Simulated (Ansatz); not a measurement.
Cu: pressure and energy change per atom against volume scale

Plane-wave DFT, scalar-relativistic PAW made under PBE with cores redone for the functional, no dispersion; the given relaxed cell is scaled uniformly, energy at zero smearing counts from the unscaled cell, pressure at the given Fermi-Dirac smearing is positive in compression. The results are calculated, by Ansatz 0.2.0.

The cell before it is scaled or strained (space group Fd-3m, No. 227):
```
Cu
1.0
      0.0000     2.6752     2.6752
      2.6752     0.0000     2.6752
      2.6752     2.6752     0.0000
Cu
2
Direct
  0.12500 0.12500 0.12500
  0.87500 0.87500 0.87500
```

Settings of every row: spin polarised no; functional PBE; wave cutoff 420 eV; smearing width 0.1 eV; k mesh 12x12x12.

Atom starting moment: 0 on all atoms.

Limits: the cell comes from a prototype or a list of computed structures and needn't be the stable phase.

```
row  volume scale  V (Å³/atom)  pressure (GPa)  energy change per atom (meV)
  1          0.88       16.848            9.67                         61.02
  2          0.92       17.614               ?                             ?
  3          0.96        18.38            2.52                          5.78
  4          1.04       19.911           -1.89                          4.71
  5          1.08       20.677           -3.41                         17.59
  6          1.12       21.443            -4.6                         36.88
```

Question: what pressure and energy change per atom should row 2 give?

Worked fit of pressure. Take u = (V_r/V)^(2/3) − 1 with V_r = 19.911 Å³ an atom, which is twice the finite (Eulerian) strain; such expansions in the strain, on which the Birch-Murnaghan equation of state is built, carry the rest volume and the bulk modulus. The shown rows have u = 0.1178, 0.05479, 0, -0.02485, -0.04822. Least squares give pressure = −1.921 + 67.514 × u + 261.25 × u² GPa; a straight line predicts inner rows, each left out in turn, worse (root mean square 0.88 against 0.07 GPa). The rows lie off it by 0.01, -0.04, 0.03, 0.03, -0.03. The pressure vanishes at u = 0.0259, or V = 19.16 Å³ an atom, and there the bulk modulus at fixed shape and fractions is B = −V dP/dV = (2/3)(1 + u) dP/du = 55.4 GPa. The withheld row has u = 0.08515, so the fit gives −1.921 + 67.514 × (0.08515) + 261.25 × (0.08515)² = 5.72 GPa.

The calculation gave 5.66 GPa. The fit lies 0.06 GPa (1.1 % of the value, 0.42 % of the column's range) above it; its largest miss of a shown row is 0.04 GPa.

Worked fit of energy change per atom. Take u = (V_r/V)^(2/3) − 1 with V_r = 19.911 Å³ an atom, which is twice the finite (Eulerian) strain; such expansions in the strain, on which the Birch-Murnaghan equation of state is built, carry the rest volume and the bulk modulus. The shown rows have u = 0.1178, 0.05479, 0, -0.02485, -0.04822. Least squares give energy change per atom = 4.272 − 346.45 × u + 7017.63 × u² meV; a straight line predicts inner rows, each left out in turn, worse (root mean square 23 against 0.96 meV). The rows lie off it by 0.18, -0.58, 0.44, 0.38, -0.41 (root mean square 0.42 meV). The withheld row has u = 0.08515, so the fit gives 4.272 − 346.45 × (0.08515) + 7017.63 × (0.08515)² = 25.65 meV.

The calculation gave 24.9 meV. The fit lies 0.75 meV (3 % of the value, 1.3 % of the column's range) above it; its largest miss of a shown row is 0.58 meV.
